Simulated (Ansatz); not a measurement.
# Se: the cost of one run

Computed with Ansatz 0.2.0 (DFT PBEsol, scalar-relativistic, unless a step's input says otherwise).

### 1 The starting structure

It takes space group P3_221 (No. 154, trigonal). Conventional cell: a = 4.355 Å, b = 4.355 Å, c = 4.949 Å, α = 90.00°, β = 90.00°, γ = 120.00°. Se (site symmetry 2) has 2 Se at 2.32 Å in its first shell of neighbours.

As a file:

```xyz
3
Lattice="4.3552 0.0000 0.0000 -2.1776 3.7717 0.0000 0.0000 0.0000 4.9494" Properties=species:S:1:pos:R:3 pbc="T T T"
Se    0.9451    0.0000    0.8249
Se   -0.4725    0.8185    4.1245
Se    1.7050    2.9532    2.4747
```

Atoms are numbered in the order of the input: Se1, Se2, Se3.

### 2 After the deformation

Space group P3_221 before, P1 after.

### 3 Full-potential LAPW

input.yaml

```yaml
crystal:
  lattice:
    - [4.3551696776, 0.0435516968, 0.0435516968]
    - [-2.139867963, 3.7499117302, 0.0159410274]
    - [0.0494945, 0.0494945, 4.94945]
  atoms:
    - { symbol: Se, position: [0.217, 0.0, 0.1666666667] }
    - { symbol: Se, position: [0.0, 0.217, 0.8333333333] }
    - { symbol: Se, position: [0.783, 0.783, 0.5] }
kpoints:
  mp_grid: { grid: [8, 8, 6] }
  band_path:
    path:
      - [0.0, 0.0, 0.0]
      - [0.0, -0.5, 0.0]
      - [0.0, 0.0, 0.5]
      - [0.0, 0.0, 0.0]
      - [-0.5, 0.0, 0.0]
      - [-0.5, 0.5, -0.5]
      - [0.0, 0.0, 0.0]
      - [-0.5, 0.0, -0.5]
      - [-0.5, 0.5, 0.0]
    npoints: 5
scf:
  occupations: { method: fermi_dirac, width: 0.02 }
hamiltonian:
  xc: pbesol
  pseudopotentials: { kind: all_electron, lapw: { basis_error: 0.001 } }
output:
  forces: true
  stress: true
  eigenvalues: true
```

Command:

```
$ ansatz run input.yaml --threads 1 --pin off --max-ram 4096MiB --backend cpu --events-out ev --progress --plain --runs-dir out
```

Q: Estimate wall time and peak memory on 1 thread of Arm Neoverse V2, shared host.

About 7.1 min, with a peak of 1.1 GiB.
